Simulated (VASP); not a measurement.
Ga: single point with PBEsol

The system is Ga.

```
Ga
1.0
     1.45000   -4.06500    0.00000
     1.45000    4.06500    0.00000
     0.00000    0.00000    3.17000
Ga
2
Cartesian
  1.4881 3.0120 2.3844
  1.4634 -2.9140 0.8305
```

This isn't the form of Ga at room conditions, which is orthorhombic.

The cell isn't the ideal one: atoms moved at random, drawn with an rms of 0.05 Å.

```yaml
Program: VASP 6.6.1
Task: single point
Functional: PBEsol
Potentials_or_basis: VASP PAW PBE potentials, release 64 (Ga_d)
Cutoff: 520 eV
k_mesh: 10 × 10 × 8
Occupations: fermi-dirac, width 0.05 eV
Spin: no spin polarisation
Ladder: free
Further_INCAR_settings: ALGO = Normal; EDIFF = 1e-07; NBANDS = 20
```

```
Pressure               : -2.0 GPa
Largest force          : 0.057 eV/Å
Band gap on the k mesh : none (metal or under the smearing width)
```

Forces in eV/Å, atoms in the order of the input:
```
Ga  -0.009 -0.025  0.051
Ga   0.009  0.025 -0.051
```

Stress tensor (GPa, compression positive):
```
-3.10 -0.05 -0.01
-0.05 -1.94  0.00
-0.01  0.00 -0.93
```

Levels at points of the mesh, in eV from the Fermi level:
```
           k point  band 11  band 12  band 13  band 14  band 15  band 16
(0.00, 0.00, 0.00)   -11.21    -2.19    -1.53     2.93     6.60     7.73
(0.50, 0.00, 0.00)    -6.60    -5.48    -1.73    -0.31     6.67     6.88
(0.00, 0.50, 0.00)    -6.64    -5.40    -1.76    -0.32     6.59     6.80
(0.50, 0.50, 0.00)    -9.29    -8.40     5.03     5.81     6.05     7.16
(0.00, 0.00, 0.50)    -7.44    -7.30     1.78     1.93     2.63     2.64
(0.50, 0.00, 0.50)    -3.01    -2.88    -1.72    -1.57     1.88     1.99
(0.00, 0.50, 0.50)    -3.05    -2.93    -1.65    -1.50     1.92     2.04
(0.50, 0.50, 0.50)    -5.65    -5.56    -4.17    -4.08     9.52     9.72
```

It took 120 s on 1 thread of AMD EPYC 9R45 96-Core Processor (Zen 5) (shared host), peak memory 0.32 GiB.

Caveat: the PAW data sets were made with another functional, which shifts forces and pressure a little.
